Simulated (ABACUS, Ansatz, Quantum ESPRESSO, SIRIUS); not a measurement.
## One calculation of SnSe, 5 ways

```
Sn Se
1.0
    11.42000    0.00000    0.00000
     0.00000    4.19000    0.00000
     0.00000    0.00000    4.46000
Sn Se
4 4
Cartesian
  10.0153 3.1425 4.0541
  7.1147 1.0475 1.8241
  4.3053 3.1425 2.6359
  1.4047 1.0475 0.4059
  7.3431 3.1425 4.3886
  9.7869 1.0475 2.1586
  1.6331 3.1425 2.3014
  4.0769 1.0475 0.0714
```

Alike in all runs: task single point; functional PBE; k mesh 3 × 6 × 6; occupations fermi-dirac, width 0.05 eV; no spin polarisation; no spin-orbit coupling. Pressure is positive in compression and, in plane waves, holds the error of the finite cutoff, which Ansatz's Pulay term estimates and takes out.

```csv
program and potentials,plane-wave cutoff (eV),notes,pressure (GPa),largest force (eV/Å)
"Ansatz, Ansatz PAW",420,15 valence electrons an atom on average; Pulay term of +0.03 GPa included,2.39,0.311
"SIRIUS, PseudoDojo 0.4.1 PBE standard (scalar relativistic)",1177,15 valence electrons an atom on average,2.49,0.344
"Ansatz, all-electron LAPW, scalar-relativistic",-,-,2.39,0.309
"ABACUS, PseudoDojo NC SR 0.4.1 PBE standard, plane waves",1184,15 valence electrons an atom on average,2.49,0.343
"Quantum ESPRESSO, SSSP 1.3 efficiency PBE",816,10 valence electrons an atom on average,2.44,0.323
```

Force on atom 1 (Sn), eV/Å:

```json
{"program and potentials": "Ansatz, Ansatz PAW", "x": "0.310", "y": "0.000", "z": "-0.019"}
{"program and potentials": "SIRIUS, PseudoDojo 0.4.1 PBE standard (scalar relativistic)", "x": "0.344", "y": "0.000", "z": "-0.008"}
{"program and potentials": "Ansatz, all-electron LAPW, scalar-relativistic", "x": "0.309", "y": "0.000", "z": "-0.020"}
{"program and potentials": "ABACUS, PseudoDojo NC SR 0.4.1 PBE standard, plane waves", "x": "0.343", "y": "0.000", "z": "-0.005"}
{"program and potentials": "Quantum ESPRESSO, SSSP 1.3 efficiency PBE", "x": "0.323", "y": "0.000", "z": "-0.012"}
```

The pressure spans 2.39 (Ansatz, all-electron LAPW, scalar-relativistic) to 2.49 GPa (SIRIUS, PseudoDojo 0.4.1 PBE standard (scalar relativistic)), with all-electron results at 2.39.

The functional is the same throughout but for its coding, so the spread measures potentials, basis and numerics; runs on potential files found faulty are left out.
